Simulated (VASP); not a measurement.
# ZrB2 (P6/mmm) in VASP: density of states with PBE

Aim: the density of states of ZrB2 with PBE.

All numbers are computed with VASP 6.6.1; they aren't measurements. Logs are shortened: lines on timing, memory, paths and dates and some standing lists are left out, and cuts for length are marked.

### Step 1. Starting point

It takes space group P6/mmm (No. 191, hexagonal). Conventional cell: a = 3.172 Å, b = 3.172 Å, c = 3.543 Å, α = 90.00°, β = 90.00°, γ = 120.00°. Zr (site symmetry 6/mmm) has 12 B at 2.55 Å as nearest neighbours. B (site symmetry -6m2) is surrounded by 3 B at 1.83 Å.

### Step 2. Density of states, PBE

POSCAR reads:

```
ZrB2                                    
1.0
    3.1718268914      0.0000000000      0.0000000000
   -1.5859134457      2.7468826644      0.0000000000
    0.0000000000      0.0000000000      3.5430897755
  Zr              B             
     1     2
Direct
     0.0000000000000000    0.0000000000000000    0.0000000000000000
     0.3333333300000021    0.6666666699999979    0.5000000000000000
     0.6666666699999979    0.3333333300000021    0.5000000000000000
```

INCAR.step1 reads:

```
SYSTEM = ZrB2
ALGO = Normal
EDIFF = 1E-7
ENCUT = 520
GGA = PE
ISIF = 2
ISMEAR = 0
LASPH = .True.
LCHARG = .True.
LMAXMIX = 4
LREAL = .False.
LWAVE = .False.
NBANDS = 16
NELM = 100
PREC = Accurate
SIGMA = 0.3
```

KPOINTS.step1 reads:

```
k-points
0
Gamma
  15 15 12
  0 0 0
```

INCAR.step2 reads:

```
SYSTEM = ZrB2
ALGO = Normal
EDIFF = 1E-7
ENCUT = 520
GGA = PE
ICHARG = 11
ISIF = 2
ISMEAR = -5
LASPH = .True.
LCHARG = .False.
LMAXMIX = 4
LORBIT = 11
LREAL = .False.
LWAVE = .False.
NBANDS = 16
NEDOS = 2001
NELM = 100
PREC = Accurate
SIGMA = 0.3
```

KPOINTS.step2 reads:

```
k-points
0
Gamma
  23 23 18
  0 0 0
```

Potentials or basis: VASP PAW PBE potentials, release 64 (Zr_sv, B).

On the command line:

```sh
> cat potpaw_PBE.64/Zr_sv/POTCAR potpaw_PBE.64/B/POTCAR > POTCAR
> cp INCAR.step1 INCAR
> cp KPOINTS.step1 KPOINTS
> mpirun -np 1 vasp_std > vasp.out
> cp INCAR.step2 INCAR
> cp KPOINTS.step2 KPOINTS
> mpirun -np 1 vasp_std > vasp.out
```

OUTCAR:

```text
SYSTEM = ZrB2
   EDIFF = 1E-7
   ENCUT = 520
   GGA = PE
   ICHARG = 11
   ISIF = 2
   ISMEAR = -5
   LASPH = .True.
   LORBIT = 11
   LREAL = .False.
   NELM = 100
   PREC = Accurate

 ion  position               nearest neighbor table
   1  0.000  0.000  0.000-   2 2.55   3 2.55   2 2.55   3 2.55   3 2.55   3 2.55   2 2.55   2 2.55
                             3 2.55   3 2.55   2 2.55   2 2.55
   2  0.333  0.667  0.500-   3 1.83   3 1.83   3 1.83   1 2.55   1 2.55   1 2.55   1 2.55   1 2.55
                             1 2.55
   3  0.667  0.333  0.500-   2 1.83   2 1.83   2 1.83   1 2.55   1 2.55   1 2.55   1 2.55   1 2.55
                             1 2.55

  LATTYP: Found a hexagonal cell.
 ALAT       =     3.1718268914
 C/A-ratio  =     1.1170501723

  Lattice vectors:

 A1 = (   3.1718268914,   0.0000000000,   0.0000000000)
 A2 = (  -1.5859134457,   2.7468826644,   0.0000000000)
 A3 = (   0.0000000000,   0.0000000000,   3.5430897755)

Analysis of symmetry for initial positions (statically):
=====================================================================
 Subroutine PRICEL returns:
 Original cell was already a primitive cell.

 Routine SETGRP: Setting up the symmetry group for a
 hexagonal supercell.

 Subroutine GETGRP returns: Found 24 space group operations
 (whereof 24 operations were pure point group operations)
 out of a pool of 24 trial point group operations.

The static configuration has the point symmetry D_6h.

Analysis of symmetry for dynamics (positions and initial velocities):
=====================================================================
 Subroutine PRICEL returns:
 Original cell was already a primitive cell.

 Routine SETGRP: Setting up the symmetry group for a
 hexagonal supercell.

 Subroutine GETGRP returns: Found 24 space group operations
 (whereof 24 operations were pure point group operations)
 out of a pool of 24 trial point group operations.

The dynamic configuration has the point symmetry D_6h.

 Subroutine INISYM returns: Found 24 space group operations
 (whereof 24 operations are pure point group operations),
 and found     1 'primitive' translations

----------------------------------------------------------------------------------------

                                     Primitive cell

  volume of cell :      30.8697

  direct lattice vectors                    reciprocal lattice vectors
     3.171826891  0.000000000  0.000000000     0.315275718  0.182024521  0.000000000
    -1.585913446  2.746882664  0.000000000     0.000000000  0.364049041  0.000000000
     0.000000000  0.000000000  3.543089775     0.000000000  0.000000000  0.282239532

  length of vectors
     3.171826891  3.171826891  3.543089775     0.364049041  0.364049041  0.282239532

  position of ions in fractional coordinates (direct lattice)
     0.000000000  0.000000000  0.000000000
     0.333333330  0.666666670  0.500000000
     0.666666670  0.333333330  0.500000000

  ion indices of the primitive-cell ions
   primitive index   ion index
                 1           1
                 2           2
                 3           3

----------------------------------------------------------------------------------------

 KPOINTS: k-points

Automatic generation of k-mesh.
 Grid dimensions read from file:
 generate k-points for:   23   23   18

 Generating k-lattice:

  Cartesian coordinates                     Fractional coordinates (reciprocal lattice)
     0.013707640  0.007914110  0.000000000     0.043478261 -0.000000000  0.000000000
     0.000000000  0.015828219  0.000000000     0.000000000  0.043478261  0.000000000
     0.000000000  0.000000000  0.015679974     0.000000000  0.000000000  0.055555556

  Length of vectors
     0.015828219  0.015828219  0.015679974

  Shift w.r.t. Gamma in fractional coordinates (k-lattice)
     0.000000000  0.000000000  0.000000000

 TETIRR: Found   9729 inequivalent tetrahedra from    57132

 Subroutine IBZKPT returns following result:
 ===========================================

 Found    560 irreducible k-points:

 Following reciprocal coordinates:
            Coordinates               Weight
  0.000000  0.000000  0.000000      1.000000
  0.043478 -0.000000  0.000000      6.000000
  0.086957 -0.000000  0.000000      6.000000
  0.130435 -0.000000  0.000000      6.000000
  0.173913  0.000000  0.000000      6.000000
  0.217391 -0.000000  0.000000      6.000000
[... 16 lines left out ...]
  0.478261  0.043478  0.000000      6.000000
  0.086957  0.086957  0.000000      6.000000
 [... further k-points ...]
   k-points           NKPTS =    560   k-points in BZ     NKDIM =    560   number of bands    NBANDS=     16
   number of dos      NEDOS =   2001   number of ions     NIONS =      3
   total plane-waves  NPLWV =  16128
   dimension x,y,z NGX =    24 NGY =   24 NGZ =   28
   dimension x,y,z NGXF=    48 NGYF=   48 NGZF=   56
   ions per type =               1   2
   NGX,Y,Z   is equivalent  to a cutoff of  12.58, 12.58, 13.14 a.u.
   NGXF,Y,Z  is equivalent  to a cutoff of  25.16, 25.16, 26.28 a.u.
 SYSTEM =  ZrB2
   PREC   = accura    normal or accurate (medium, high low for compatibility)
   ISTART =      0    job   : 0-new  1-cont  2-samecut
   ICHARG =     11    charge: 1-file 2-atom 10-const
   ISPIN  =      1    spin polarized calculation?
   LNONCOLLINEAR =      F non collinear calculations
   LSORBIT =      F    spin-orbit coupling
   LASPH  =      T    aspherical Exc in radial PAW
   ENCUT  =  520.0 eV  38.22 Ry    6.18 a.u.   5.90  5.90  6.59*2*pi/ulx,y,z
   NELM   =    100;   NELMIN=  2; NELMDL=  0     # of ELM steps
   EDIFF  = 0.1E-06   stopping-criterion for ELM
   LREAL  =      F    real-space projection
   EDIFFG = 0.1E-05   stopping-criterion for IOM
   NSW    =      0    number of steps for IOM
   IBRION =     -1    ionic relax: 0-MD 1-quasi-New 2-CG
   NFREE  =      0    steps in history (QN), initial steepest desc. (CG)
   ISIF   =      2    stress and relaxation
   ISYM   =      2    0-nonsym 1-usesym 2-fastsym
   POTIM  = 0.5000    time-step for ionic-motion
   TEBEG  =    0.0;   TEEND  =   0.0 temperature during run
   PSTRESS=    0.0 pullay stress
   NELECT =      18.0000    total number of electrons
   NUPDOWN=      -1.0000    fix difference up-down
   EMIN   =  10.00;   EMAX   =-10.00  energy-range for DOS
   EFERMI =   0.00;   METHOD = LEGACY
   ISMEAR =    -5;   SIGMA  =   0.30  broadening in eV -4-tet -1-fermi 0-gaus
   EFERMI_NEDOS =   21; number of points for ismear=-14 and -15
   IALGO  =     38    algorithm
   IMIX   =      4    mixing-type and parameters
     AMIX     =   0.40;   BMIX     =  1.00
     AMIX_MAG =   1.60;   BMIX_MAG =  1.00
  volume/ion in A,a.u.               =      10.29        69.44
  Fermi-wavevector in a.u.,A,eV,Ry     =   1.367692  2.584564 25.450818  1.870582
  Thomas-Fermi vector in A             =   2.493722
   LORBIT       =     11    0 simple, 1 ext, 2 COOP (PROOUT), +10 PAW based schemes
   GGA     = PE    functional components
   LHFCALC =     F    Hartree Fock is set to
   AEXX    =    0.0000 exact exchange contribution
   IVDW    =     0    specifies the selected vdW correction
   LEPSILON=     F    determine dielectric tensor
   LRPA    =     F    only Hartree local field effects (RPA)
 non-spin polarized calculation
 Fermi weights with tetrahedron method with Bloechl corrections
  energy-cutoff  :      520.00
  volume of cell :       30.87
 maximum number of plane-waves:       846
 NGX is ok and might be reduce to    24

 number of electron      18.0000000 magnetization

 Free energy of the ion-electron system (eV)
  ---------------------------------------------------
  ext. energy  EPLUGINS =         0.00000000
  ---------------------------------------------------
  free energy    TOTEN  =       -24.97792343 eV

  energy without entropy =      -24.97792343  energy(sigma->0) =      -24.97792343

 E-fermi :  10.5684     XC(G=0): -12.4242

 val. band max:       10.5737904732   @ k =   0.0870   0.0435   0.3333
 cond. band min:      10.4741899240   @ k =   0.1739   0.1304   0.1667
 fundamental gap:     -0.0996005492
 Fermi energy:        10.5683660215

 k-point     1 :       0.0000    0.0000    0.0000
  band No.  band energies     occupation
      1     -38.1665      2.00000
      2     -16.3528      2.00000
      3     -15.8000      2.00000
      4     -15.8000      2.00000
      5      -2.2329      2.00000
      6       7.8744      2.00000
[... 8 lines left out ...]
     15      15.6257      0.00000
     16      15.6257      0.00000

 k-point     2 :       0.0435   -0.0000    0.0000
  band No.  band energies     occupation
      1     -38.1644      2.00000
      2     -16.3497      2.00000
      3     -15.8186      2.00000
      4     -15.8041      2.00000
      5      -2.1949      2.00000
      6       7.7568      2.00000
[... 8 lines left out ...]
     15      15.8381      0.00000
     16      15.9384      0.00000

 k-point     3 :       0.0870   -0.0000    0.0000
  band No.  band energies     occupation
      1     -38.1582      2.00000
      2     -16.3405      2.00000
      3     -15.8727      2.00000
      4     -15.8158      2.00000
      5      -2.0821      2.00000
      6       7.4317      2.00000
[... 8 lines left out ...]
     15      16.1760      0.00000
     16      16.5774      0.00000
[... 362 lines left out ...]
 k-point    23 :       0.4783    0.0435    0.0000
  band No.  band energies     occupation
      1     -38.0507      2.00000
      2     -16.7230      2.00000
      3     -16.1794      2.00000
      4     -16.0232      2.00000
      5       1.5698      2.00000
      6       1.9825      2.00000
[... 8 lines left out ...]
     15      18.2154      0.00000
     16      20.3786      0.00000

 k-point    24 :       0.0870    0.0870    0.0000
  band No.  band energies     occupation
      1     -38.1428      2.00000
      2     -16.3175      2.00000
      3     -16.0009      2.00000
      4     -15.8491      2.00000
      5      -1.7898      2.00000
      6       6.7545      2.00000
[... 8 lines left out ...]
     15      16.9430      0.00000
     16      17.2468      0.00000

 [... further k-points ...]

------------------------ aborting loop because EDIFF is reached ----------------------------------------

  FORCE on cell =-STRESS in cart. coord.  units (eV):
  Direction    XX          YY          ZZ          XY          YZ          ZX
  --------------------------------------------------------------------------------------
  -------------------------------------------------------------------------------------
  Total       -0.0038983     -0.0038983      0.0087380      0.0000000      0.0000000      0.0000000
  in kB       -0.2023294     -0.2023294      0.4535164      0.0000000      0.0000000      0.0000000
  external PRESSURE =       0.0162859 kB  Pullay stress =       0.0000000 kB

 VOLUME and BASIS-vectors are now :
 -----------------------------------------------------------------------------
  energy-cutoff  :      520.00
  volume of cell :       30.87
      direct lattice vectors                 reciprocal lattice vectors
     3.171826891  0.000000000  0.000000000     0.315275718  0.182024521  0.000000000
    -1.585913446  2.746882664  0.000000000     0.000000000  0.364049041  0.000000000
     0.000000000  0.000000000  3.543089775     0.000000000  0.000000000  0.282239532

 POSITION                                       TOTAL-FORCE (eV/Angst)
 -----------------------------------------------------------------------------------
      0.00000      0.00000      0.00000        -0.000000      0.000000     -0.000000
     -0.00000      1.83126      1.77154         0.000000      0.000000     -0.000000
      1.58591      0.91563      1.77154        -0.000000      0.000000      0.000000
 -----------------------------------------------------------------------------------
    total drift:                                0.000000     -0.000000     -0.000000

  FREE ENERGIE OF THE ION-ELECTRON SYSTEM (eV)
  ---------------------------------------------------
  free  energy   TOTEN  =       -24.9779234327 eV

  energy  without entropy=      -24.9779234327  energy(sigma->0) =      -24.97792343

 total charge

# of ion       s       p       d       tot
------------------------------------------
    1        2.167   6.029   1.765   9.961
    2        0.664   1.237   0.000   1.901
    3        0.664   1.237   0.000   1.901
--------------------------------------------------
tot          3.495   8.503   1.765  13.764
```

Wall time 72 s (1 thread of Intel Xeon 6975P-C (Granite Rapids), shared host); peak memory 0.38 GiB.

What came out:

* Valence electrons inside the program's atomic spheres: Zr 9.96; B 1.90

Levels at points of the mesh, in eV from the Fermi level:
```tsv
k point	band 6	band 7	band 8	band 9	band 10	band 11	band 12	band 13
(0.00, 0.00, 0.00)	-2.69	-2.69	-2.67	-2.46	3.30	3.30	4.05	4.05
(0.00, 0.00, 0.50)	-7.04	-1.04	-1.04	0.26	0.26	0.69	0.69	1.70
```

States per cell in windows of 0.5 eV (zero at the Fermi level; states under -8 eV left out):
```tsv
from (eV)	total	Zr1_d	B2_p	B3_p	B2_s	B3_s	Zr1_s
-8.0	0.34	0.03	0.04	0.04	0.05	0.05	0.00
-7.5	0.31	0.03	0.04	0.04	0.04	0.04	0.00
-7.0	0.27	0.03	0.03	0.03	0.03	0.03	0.01
-6.5	0.29	0.03	0.04	0.04	0.02	0.02	0.01
-6.0	0.36	0.04	0.06	0.06	0.02	0.02	0.02
-5.5	0.43	0.05	0.08	0.08	0.01	0.01	0.02
-5.0	0.68	0.08	0.13	0.13	0.01	0.01	0.02
-4.5	0.58	0.09	0.11	0.11	0.01	0.01	0.01
-4.0	0.89	0.18	0.15	0.15	0.01	0.01	0.01
-3.5	1.13	0.22	0.19	0.19	0.00	0.00	0.01
-3.0	0.77	0.19	0.12	0.12	0.00	0.00	0.00
-2.5	0.75	0.24	0.09	0.09	0.00	0.00	0.00
-2.0	0.46	0.20	0.04	0.04	0.00	0.00	0.00
-1.5	0.31	0.14	0.02	0.02	0.00	0.00	0.00
-1.0	0.17	0.08	0.01	0.01	0.00	0.00	0.00
-0.5	0.09	0.05	0.01	0.01	0.00	0.00	0.00
0.0	0.20	0.10	0.02	0.02	0.00	0.00	0.00
0.5	0.33	0.17	0.03	0.03	0.00	0.00	0.00
1.0	0.51	0.25	0.04	0.04	0.00	0.00	0.00
1.5	0.65	0.31	0.05	0.05	0.01	0.01	0.00
2.0	0.59	0.33	0.04	0.04	0.01	0.01	0.00
2.5	0.69	0.41	0.04	0.04	0.01	0.01	0.00
3.0	0.71	0.42	0.04	0.04	0.01	0.01	0.00
3.5	0.88	0.53	0.05	0.05	0.01	0.01	0.01
4.0	0.98	0.60	0.05	0.05	0.02	0.02	0.01
4.5	0.91	0.59	0.04	0.04	0.02	0.02	0.01
5.0	0.66	0.38	0.04	0.04	0.02	0.02	0.01
5.5	0.74	0.31	0.07	0.07	0.03	0.03	0.02
6.0	0.93	0.39	0.09	0.09	0.04	0.04	0.02
6.5	0.82	0.29	0.08	0.08	0.04	0.04	0.03
7.0	0.69	0.20	0.07	0.07	0.04	0.04	0.03
7.5	0.76	0.21	0.08	0.08	0.05	0.05	0.04
```

Caveat: tetrahedron occupations give inexact forces and stress in metals.
